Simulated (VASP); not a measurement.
# BN in VASP: a series of runs, part 2 of 2

VASP 6.6.1.

### Step 3. Single point, PBE

This run uses another cell than the first one: it holds 2 atoms, not 4.

INCAR

```
SYSTEM = BN
ALGO     = Normal         ! electronic algorithm
DIPOL    = 0.5 0.5 0.500
EDIFF    = 1E-7           ! SCF threshold, eV
ENCUT    = 650            ! plane-wave cutoff, eV
GGA      = PE             ! functional
IDIPOL   = 3            
ISIF     = 2              ! what is computed and relaxed
ISMEAR   = 0              ! smearing method
LASPH    = .TRUE.         ! aspherical terms in the spheres
LCHARG   = .FALSE.        ! write CHGCAR
LDIPOL   = .TRUE.       
LREAL    = .FALSE.        ! projectors in reciprocal space
LVACPOTAV= .TRUE.       
LVHAR    = .TRUE.       
LWAVE    = .FALSE.        ! write WAVECAR
NBANDS   = 14             ! bands
NELM     = 120            ! most SCF steps
PREC     = Accurate       ! precision mode
SIGMA    = 0.05           ! smearing width, eV
```

KPOINTS

```
k-points
0
G
  17 17 1
  0 0 0
```

POSCAR

```
BN
1.0
    2.4982400000      0.0000000000      0.0000000000
   -1.2491200000      2.1635393000      0.0000000000
    0.0000000000      0.0000000000     18.0000000000
N B
1 1
Direct
    0.3333333333      0.6666666667      0.5000000000
    0.6666666667      0.3333333333      0.5000000000
```

Potentials or basis: VASP PAW PBE potentials, release 64 (N, B).

Started as:

```sh
> cat potpaw_PBE.64/N/POTCAR potpaw_PBE.64/B/POTCAR > POTCAR
> mpirun -np 1 vasp_std > vasp.out
```

OUTCAR:

```text
SYSTEM = BN
   EDIFF = 1E-7
   ENCUT = 650
   GGA = PE
   ISIF = 2
   ISMEAR = 0
   LASPH = .TRUE.
   LREAL = .FALSE.
   NELM = 120
   PREC = Accurate

 Found     33 irreducible k-points:

 Following reciprocal coordinates:
            Coordinates               Weight
  0.000000  0.000000  0.000000      1.000000
  0.058824  0.000000  0.000000      6.000000
  0.117647  0.000000  0.000000      6.000000
  0.176471  0.000000  0.000000      6.000000
  0.235294  0.000000  0.000000      6.000000
  0.294118  0.000000  0.000000      6.000000
   k-points           NKPTS =     33   k-points in BZ     NKDIM =     33   number of bands    NBANDS=     14
   number of dos      NEDOS =    301   number of ions     NIONS =      2
   total plane-waves  NPLWV =  86400
   dimension x,y,z NGX =    24 NGY =   24 NGZ =  150
   dimension x,y,z NGXF=    48 NGYF=   48 NGZF=  300
   ions per type =               1   1
   NGX,Y,Z   is equivalent  to a cutoff of  15.97, 15.97, 13.85 a.u.
   NGXF,Y,Z  is equivalent  to a cutoff of  31.94, 31.94, 27.71 a.u.
 SYSTEM =  BN
   PREC   = accura    normal or accurate (medium, high low for compatibility)
   ISTART =      0    job   : 0-new  1-cont  2-samecut
   ICHARG =      2    charge: 1-file 2-atom 10-const
   ISPIN  =      1    spin polarized calculation?
   LNONCOLLINEAR =      F non collinear calculations
   LSORBIT =      F    spin-orbit coupling
   LASPH  =      T    aspherical Exc in radial PAW
   ENCUT  =  650.0 eV  47.77 Ry    6.91 a.u.   5.19  5.19 37.42*2*pi/ulx,y,z
   NELM   =    120;   NELMIN=  2; NELMDL= -5     # of ELM steps
   EDIFF  = 0.1E-06   stopping-criterion for ELM
   LREAL  =      F    real-space projection
   EDIFFG = 0.1E-05   stopping-criterion for IOM
   NSW    =      0    number of steps for IOM
   IBRION =     -1    ionic relax: 0-MD 1-quasi-New 2-CG
   NFREE  =      0    steps in history (QN), initial steepest desc. (CG)
   ISIF   =      2    stress and relaxation
   ISYM   =      2    0-nonsym 1-usesym 2-fastsym
   POTIM  = 0.5000    time-step for ionic-motion
   TEBEG  =    0.0;   TEEND  =   0.0 temperature during run
   PSTRESS=    0.0 pullay stress
   NELECT =       8.0000    total number of electrons
   NUPDOWN=      -1.0000    fix difference up-down
   EMIN   =  10.00;   EMAX   =-10.00  energy-range for DOS
   EFERMI =   0.00;   METHOD = LEGACY
   ISMEAR =     0;   SIGMA  =   0.05  broadening in eV -4-tet -1-fermi 0-gaus
   EFERMI_NEDOS =   21; number of points for ismear=-14 and -15
   IALGO  =     38    algorithm
   IMIX   =      4    mixing-type and parameters
     AMIX     =   0.40;   BMIX     =  1.00
     AMIX_MAG =   1.60;   BMIX_MAG =  1.00
  volume/ion in A,a.u.               =      48.65       328.28
  Fermi-wavevector in a.u.,A,eV,Ry     =   0.711892  1.345282  6.895307  0.506791
  Thomas-Fermi vector in A             =   1.799124
   LORBIT       =      0    0 simple, 1 ext, 2 COOP (PROOUT), +10 PAW based schemes
   GGA     = PE    functional components
   LHFCALC =     F    Hartree Fock is set to
   AEXX    =    0.0000 exact exchange contribution
   IVDW    =     0    specifies the selected vdW correction
   LEPSILON=     F    determine dielectric tensor
   LRPA    =     F    only Hartree local field effects (RPA)
 non-spin polarized calculation
 Gauss-broadening in eV      SIGMA  =   0.05
  energy-cutoff  :      650.00
  volume of cell :       97.29
 maximum number of plane-waves:      3693
 NGX is ok and might be reduce to    24

 dipolmoment           0.000000      0.000000      0.000000 electrons x Angstroem

 number of electron       7.9999998 magnetization

 dipolmoment           0.000000      0.000000     -0.000000 electrons x Angstroem

 Free energy of the ion-electron system (eV)
  ---------------------------------------------------
  ext. energy  EPLUGINS =         0.00000000
  ---------------------------------------------------
  free energy    TOTEN  =       -17.60247844 eV

  energy without entropy =      -17.60247844  energy(sigma->0) =      -17.60247844

 E-fermi :  -4.1207     XC(G=0):  -2.3406

 val. band max:       -4.3488142827   @ k =   0.3529   0.2941   0.0000
 cond. band min:       0.3771478082   @ k =   0.0000   0.0000   0.0000
 fundamental gap:      4.7259620909
 Fermi energy:        -4.1206752659

 k-point     1 :       0.0000    0.0000    0.0000
  band No.  band energies     occupation
      1     -22.0104      2.00000
      2      -9.5835      2.00000
      3      -5.6308      2.00000
      4      -5.6308      2.00000
      5       0.3771      0.00000
      6       1.3076      0.00000
      7       1.7214      0.00000
      8       2.9034      0.00000
      9       3.3566      0.00000
     10       5.4199      0.00000
     11       6.0028      0.00000
     12       7.3506      0.00000
     13       7.3506      0.00000
     14       8.2130      0.00000

 k-point     2 :       0.0588    0.0000    0.0000
  band No.  band energies     occupation
      1     -21.9433      2.00000
      2      -9.4933      2.00000
      3      -5.9173      2.00000
      4      -5.7642      2.00000
      5       0.4929      0.00000
      6       1.4138      0.00000
      7       1.8332      0.00000
      8       3.0082      0.00000
      9       3.4703      0.00000
     10       5.5057      0.00000
     11       6.1167      0.00000
     12       7.3135      0.00000
     13       7.6520      0.00000
     14       8.1600      0.00000

 k-point     3 :       0.1176    0.0000    0.0000
  band No.  band energies     occupation
      1     -21.7439      2.00000
      2      -9.2248      2.00000
      3      -6.6992      2.00000
      4      -6.1226      2.00000
      5       0.8315      0.00000
      6       1.7300      0.00000
      7       2.1673      0.00000
      8       3.3191      0.00000
      9       3.8050      0.00000
     10       5.7357      0.00000
     11       6.4140      0.00000
     12       7.2536      0.00000
     13       7.9332      0.00000
     14       8.5089      0.00000

 k-point     4 :       0.1765    0.0000    0.0000
  band No.  band energies     occupation
      1     -21.4179      2.00000
      2      -8.7843      2.00000
      3      -7.8074      2.00000
      4      -6.6108      2.00000
      5       1.3793      0.00000
      6       2.2461      0.00000
      7       2.7216      0.00000
      8       3.8173      0.00000
      9       4.3475      0.00000
     10       5.9388      0.00000
     11       6.6685      0.00000
     12       7.4217      0.00000
     13       7.5828      0.00000
     14       9.8089      0.00000

 k-point     5 :       0.2353    0.0000    0.0000
  band No.  band energies     occupation
      1     -20.9770      2.00000
      2      -9.0759      2.00000
      3      -8.1848      2.00000
      4      -7.1324      2.00000
      5       2.1264      0.00000
      6       2.9127      0.00000
      7       3.4939      0.00000
      8       4.3839      0.00000
      9       5.0730      0.00000
     10       5.7011      0.00000
     11       6.6771      0.00000
     12       7.7285      0.00000
     13       8.0704      0.00000
     14      11.1425      0.00000

 k-point     6 :       0.2941    0.0000    0.0000
  band No.  band energies     occupation
      1     -20.4434      2.00000
      2     -10.3702      2.00000
      3      -7.6144      2.00000
      4      -7.4515      2.00000
      5       3.0588      0.00000
      6       3.2791      0.00000
      7       4.4795      0.00000
      8       4.5815      0.00000
      9       5.8560      0.00000
     10       5.9418      0.00000
     11       6.7838      0.00000
     12       8.4864      0.00000
     13       9.0146      0.00000
     14      11.9492      0.00000

 [... further k-points ...]

------------------------ aborting loop because EDIFF is reached ----------------------------------------

  FORCE on cell =-STRESS in cart. coord.  units (eV):
  Direction    XX          YY          ZZ          XY          YZ          ZX
  --------------------------------------------------------------------------------------
  -------------------------------------------------------------------------------------
  Total        0.6707248      0.6707248     -0.0369490      0.0000000      0.0000000     -0.0000000
  in kB       11.0454520     11.0454520     -0.6084740      0.0000000      0.0000000     -0.0000000
  external PRESSURE =       7.1608100 kB  Pullay stress =       0.0000000 kB

 VOLUME and BASIS-vectors are now :
 -----------------------------------------------------------------------------
  energy-cutoff  :      650.00
  volume of cell :       97.29
      direct lattice vectors                 reciprocal lattice vectors
     2.498240000  0.000000000  0.000000000     0.400281798  0.231102805  0.000000000
    -1.249120000  2.163539300  0.000000000     0.000000000  0.462205609  0.000000000
     0.000000000  0.000000000 18.000000000     0.000000000  0.000000000  0.055555556

 POSITION                                       TOTAL-FORCE (eV/Angst)
 -----------------------------------------------------------------------------------
     -0.00000      1.44236      9.00000         0.000000     -0.000000      0.000000
      1.24912      0.72118      9.00000        -0.000000      0.000000      0.000000
 -----------------------------------------------------------------------------------
    total drift:                               -0.000000      0.000000     -0.000000

  FREE ENERGIE OF THE ION-ELECTRON SYSTEM (eV)
  ---------------------------------------------------
  free  energy   TOTEN  =       -17.6024784391 eV

  energy  without entropy=      -17.6024784391  energy(sigma->0) =      -17.60247844

 vacuum level on the upper side and lower side of the slab         1.498         1.498
```

Wall time 53 s (1 thread of Intel Xeon 6975P-C (Granite Rapids), shared host); peak memory 0.29 GiB.

The run converged, but some of its settings lie outside the range that counts as converged, so its numbers aren't taken as properties of the slab.

What came out:

| Quantity | Value |
| --- | --- |
| Free energy | -17.6025 eV |
| Band gap on the k mesh | 4.73 eV, indirect (least direct gap 4.79 eV) |
| Ionisation potential of the upper face | 5.85 eV |

### Step 4. Single point, PBE

This run uses another cell than the first one: it holds 2 atoms, not 4.

INCAR is that of step 3.

KPOINTS

```
k-points
0
G
  13 13 1
  0 0 0
```

Edit POSCAR of step 3 so:

```diff
@@ -4,3 +4,3 @@
    -1.2491200000      2.1635393000      0.0000000000
-    0.0000000000      0.0000000000     18.0000000000
+    0.0000000000      0.0000000000     15.0000000000
 N B
```

Potentials or basis: VASP PAW PBE potentials, release 64 (N, B).

Started as:

```sh
> cat potpaw_PBE.64/N/POTCAR potpaw_PBE.64/B/POTCAR > POTCAR
> mpirun -np 1 vasp_std > vasp.out
```

OUTCAR:

```text
SYSTEM = BN
   EDIFF = 1E-7
   ENCUT = 650
   GGA = PE
   ISIF = 2
   ISMEAR = 0
   LASPH = .TRUE.
   LREAL = .FALSE.
   NELM = 120
   PREC = Accurate

 Found     21 irreducible k-points:

 Following reciprocal coordinates:
            Coordinates               Weight
  0.000000  0.000000  0.000000      1.000000
  0.076923  0.000000  0.000000      6.000000
  0.153846  0.000000  0.000000      6.000000
  0.230769  0.000000  0.000000      6.000000
  0.307692  0.000000  0.000000      6.000000
  0.384615  0.000000  0.000000      6.000000
   k-points           NKPTS =     21   k-points in BZ     NKDIM =     21   number of bands    NBANDS=     14
   number of dos      NEDOS =    301   number of ions     NIONS =      2
   total plane-waves  NPLWV =  72576
   dimension x,y,z NGX =    24 NGY =   24 NGZ =  126
   dimension x,y,z NGXF=    48 NGYF=   48 NGZF=  252
   ions per type =               1   1
   NGX,Y,Z   is equivalent  to a cutoff of  15.97, 15.97, 13.96 a.u.
   NGXF,Y,Z  is equivalent  to a cutoff of  31.94, 31.94, 27.93 a.u.
 SYSTEM =  BN
   PREC   = accura    normal or accurate (medium, high low for compatibility)
   ISTART =      0    job   : 0-new  1-cont  2-samecut
   ICHARG =      2    charge: 1-file 2-atom 10-const
   ISPIN  =      1    spin polarized calculation?
   LNONCOLLINEAR =      F non collinear calculations
   LSORBIT =      F    spin-orbit coupling
   LASPH  =      T    aspherical Exc in radial PAW
[... 150 lines left out ...]
      1     -19.2537      2.00000
      2     -11.8410      2.00000
      3      -7.8740      2.00000
      4      -5.8924      2.00000
      5       2.1294      0.00000
      6       4.9964      0.00000
      7       6.4822      0.00000
      8       6.5020      0.00000
      9       7.1681      0.00000
     10       8.8283      0.00000
     11       9.5451      0.00000
     12      12.0648      0.00000
     13      12.1648      0.00000
     14      13.5536      0.00000

 [... further k-points ...]

------------------------ aborting loop because EDIFF is reached ----------------------------------------

  FORCE on cell =-STRESS in cart. coord.  units (eV):
  Direction    XX          YY          ZZ          XY          YZ          ZX
  --------------------------------------------------------------------------------------
  -------------------------------------------------------------------------------------
  Total        0.6708406      0.6708406     -0.0367556      0.0000000     -0.0000000     -0.0000000
  in kB       13.2568316     13.2568315     -0.7263473      0.0000000     -0.0000000     -0.0000000
  external PRESSURE =       8.5957719 kB  Pullay stress =       0.0000000 kB

 VOLUME and BASIS-vectors are now :
 -----------------------------------------------------------------------------
  energy-cutoff  :      650.00
  volume of cell :       81.08
      direct lattice vectors                 reciprocal lattice vectors
     2.498240000  0.000000000  0.000000000     0.400281798  0.231102805  0.000000000
    -1.249120000  2.163539300  0.000000000     0.000000000  0.462205609  0.000000000
     0.000000000  0.000000000 15.000000000     0.000000000  0.000000000  0.066666667

 POSITION                                       TOTAL-FORCE (eV/Angst)
 -----------------------------------------------------------------------------------
     -0.00000      1.44236      7.50000        -0.000000      0.000000      0.000000
      1.24912      0.72118      7.50000         0.000000      0.000000      0.000000
 -----------------------------------------------------------------------------------
    total drift:                               -0.000000      0.000000     -0.000000

  FREE ENERGIE OF THE ION-ELECTRON SYSTEM (eV)
  ---------------------------------------------------
  free  energy   TOTEN  =       -17.6024683127 eV

  energy  without entropy=      -17.6024683127  energy(sigma->0) =      -17.60246831

 vacuum level on the upper side and lower side of the slab         1.798         1.798
```

Run time: 24 s. Hardware: 1 thread of Intel Xeon 6975P-C (Granite Rapids), shared host; peak memory 0.24 GiB.

The run converged, but some of its settings lie outside the range that counts as converged, so its numbers aren't taken as properties of the slab.

What came out:

| Item | Value |
| --- | --- |
| Free energy | -17.6025 eV |
| Band gap on the k mesh | 4.78 eV, indirect (least direct gap 4.90 eV) |
| Ionisation potential of the upper face | 5.91 eV |

### Step 5. Single point, PBE

This run uses another cell than the first one: it holds 2 atoms, not 4.

Edit INCAR of step 4 so:

```diff
@@ -4,3 +4,3 @@
 EDIFF    = 1E-7           ! SCF threshold, eV
-ENCUT    = 650            ! plane-wave cutoff, eV
+ENCUT    = 340            ! plane-wave cutoff, eV
 GGA      = PE             ! functional
```

KPOINTS

```
k-points
0
G
  4 4 1
  0 0 0
```

Edit POSCAR of step 4 so:

```diff
@@ -4,3 +4,3 @@
    -1.2491200000      2.1635393000      0.0000000000
-    0.0000000000      0.0000000000     15.0000000000
+    0.0000000000      0.0000000000     12.0000000000
 N B
```

Potentials or basis: VASP PAW PBE potentials, release 64 (N, B).

Started as:

```sh
> cat potpaw_PBE.64/N/POTCAR potpaw_PBE.64/B/POTCAR > POTCAR
> mpirun -np 1 vasp_std > vasp.out
```

OUTCAR:

```text
SYSTEM = BN
   EDIFF = 1E-7
   ENCUT = 340
   GGA = PE
   ISIF = 2
   ISMEAR = 0
   LASPH = .TRUE.
   LREAL = .FALSE.
   NELM = 120
   PREC = Accurate

 Found      4 irreducible k-points:

 Following reciprocal coordinates:
            Coordinates               Weight
  0.000000  0.000000  0.000000      1.000000
  0.250000  0.000000  0.000000      6.000000
  0.500000  0.000000  0.000000      3.000000
  0.250000  0.250000  0.000000      6.000000
   k-points           NKPTS =      4   k-points in BZ     NKDIM =      4   number of bands    NBANDS=     14
   number of dos      NEDOS =    301   number of ions     NIONS =      2
   total plane-waves  NPLWV =  18432
[... 149 lines left out ...]
  -------------------------------------------------------------------------------------
  Total       -0.6827480     -0.6827480     -1.6929082      0.0000000      0.0000000      0.0000000
  in kB      -16.8651731    -16.8651731    -41.8180530      0.0000000      0.0000000      0.0000000
  external PRESSURE =     -25.1827997 kB  Pullay stress =       0.0000000 kB

 VOLUME and BASIS-vectors are now :
 -----------------------------------------------------------------------------
  energy-cutoff  :      340.00
  volume of cell :       64.86
      direct lattice vectors                 reciprocal lattice vectors
     2.498240000  0.000000000  0.000000000     0.400281798  0.231102805  0.000000000
    -1.249120000  2.163539300  0.000000000     0.000000000  0.462205609  0.000000000
     0.000000000  0.000000000 12.000000000     0.000000000  0.000000000  0.083333333

 POSITION                                       TOTAL-FORCE (eV/Angst)
 -----------------------------------------------------------------------------------
     -0.00000      1.44236      6.00000         0.000000      0.000000      0.000000
      1.24912      0.72118      6.00000        -0.000000      0.000000      0.000000
 -----------------------------------------------------------------------------------
    total drift:                                0.000002     -0.000001      0.000000

  FREE ENERGIE OF THE ION-ELECTRON SYSTEM (eV)
  ---------------------------------------------------
  free  energy   TOTEN  =       -17.5473001849 eV

  energy  without entropy=      -17.5473001849  energy(sigma->0) =      -17.54730018

 vacuum level on the upper side and lower side of the slab         2.253         2.253
```

Run time: 2.5 s. Hardware: 1 thread of Intel Xeon 6975P-C (Granite Rapids), shared host; peak memory 0.13 GiB.

The run converged, but a check on its numbers failed (symmetry, net force, bounds or a known fault of this set-up), so they aren't taken as properties of the slab.

Caveat: the k mesh is coarse (spacing up to 0.73 Å⁻¹), so the values aren't converged; the cutoff lies under the usual one of these potentials, so the numbers hold a large basis-set error.

### Step 6. The reference run

An earlier run on the cell as given: functional PBE; potentials or basis VASP PAW PBE potentials, release 64 (N, B); cutoff 520 eV; k mesh 12 × 12 × 4; occupations fermi-dirac, width 0.05 eV; no spin polarisation.

* Pressure: 5.1 GPa
* Band gap on the k mesh: 4.29 eV, indirect (least direct gap 4.66 eV)
